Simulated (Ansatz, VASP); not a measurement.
This is a calculation of CaSe for VASP 6.6.1.

Contents of INCAR:

```
SYSTEM = CaSe
PREC = Accurate ; ENCUT = 520
EDIFF = 1E-6 ; ISMEAR = -1
SIGMA = 0.05 ; LREAL = .False.
LASPH = .True. ; NELM = 80
ALGO = Normal ; ISIF = 2
LWAVE = .False. ; LCHARG = .True.
GGA = PS ; LELF = .True.
LVHAR = .True. ; NBANDS = 15
```

The input KPOINTS:

```
regular mesh
0
Gamma
  8 8 8
  0 0 0
```

Contents of POSCAR:

```
CaSe
1.0
    0.0000000000      2.9560000000      2.9560000000
    2.9560000000      0.0000000000      2.9560000000
    2.9560000000      2.9560000000      0.0000000000
Se Ca
1 1
Direct
    0.5000000000      0.5000000000      0.5000000000
    0.0000000000      0.0000000000      0.0000000000
```

Potentials or basis: VASP PAW PBE potentials, release 64 (Se, Ca_sv).

Command:

```console
$ cat potpaw_PBE.64/Se/POTCAR potpaw_PBE.64/Ca_sv/POTCAR > POTCAR
$ mpirun -np 1 vasp_std > vasp.out
```

Question: Translate it to Ansatz 0.2.0. Potentials there: all-electron LAPW, scalar-relativistic.

Answer: As run (the cutoff follows the program's own potentials):

input.yaml

```yaml
crystal:
  lattice:
    - [0.0, 2.956, 2.956]
    - [2.956, 0.0, 2.956]
    - [2.956, 2.956, 0.0]
  atoms:
    - { symbol: Se, position: [0.5, 0.5, 0.5] }
    - { symbol: Ca, position: [0.0, 0.0, 0.0] }
kpoints:
  mp_grid: { grid: [8, 8, 8] }
scf:
  occupations: { method: fermi_dirac, width: 0.05 }
hamiltonian:
  xc: pbesol
  pseudopotentials: { kind: all_electron, lapw: { basis_error: 0.001 } }
output:
  forces: true
  stress: true
  eigenvalues: true
  populations: true
```

Potentials or basis: all-electron LAPW, scalar-relativistic.

The run is started by

```bash
$ ansatz run input.yaml --threads 1 --pin off --max-ram 3072MiB --backend cpu --events-out ev --progress --plain --runs-dir out
```

Both were run:

|  | VASP | Ansatz | Ansatz less VASP |
| --- | --- | --- | --- |
| gap on the k mesh at the Fermi level (eV) | 1.92 | 1.93 | +0.012 |
| least direct gap on the mesh (eV) | 2.87 | 2.88 | +0.010 |
| pressure (GPa) | -0.9 | -1.1 | -0.19 |

Ansatz ran all-electron here, so the differences hold the error of VASP's frozen core and of both bases.

Caveats: the PAW data sets were made with another functional, which shifts forces and pressure a little (VASP). A k mesh can miss the band edges.
